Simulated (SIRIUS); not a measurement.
## Nb: single point with PBE

The system is Nb.

```
Nb
1.0
     0.00000    2.11500    2.11500
     2.11500    0.00000    2.11500
     2.11500    2.11500    0.00000
Nb
1
Direct
  0.00000 0.00000 0.00000
```

This isn't the form of Nb at room conditions, which is bcc.

```json
{"Program": "SIRIUS 7.10.0", "Task": "single point", "Functional": "PBE", "Potentials or basis": "PseudoDojo 0.4.1 PBE standard (scalar relativistic)", "Cutoff": "1127 eV", "Density cutoff": "4507 eV", "k mesh": "11 × 11 × 11", "Occupations": "fermi-dirac, width 0.05 eV", "Spin": "no spin polarisation"}
```

| Item | Value |
| --- | --- |
| Pressure | -1.7 GPa |
| Band gap on the k mesh | none (metal or under the smearing width) |

It took 26 s on 1 thread of Arm Neoverse V1, with other jobs on the host, peak memory 0.28 GiB.
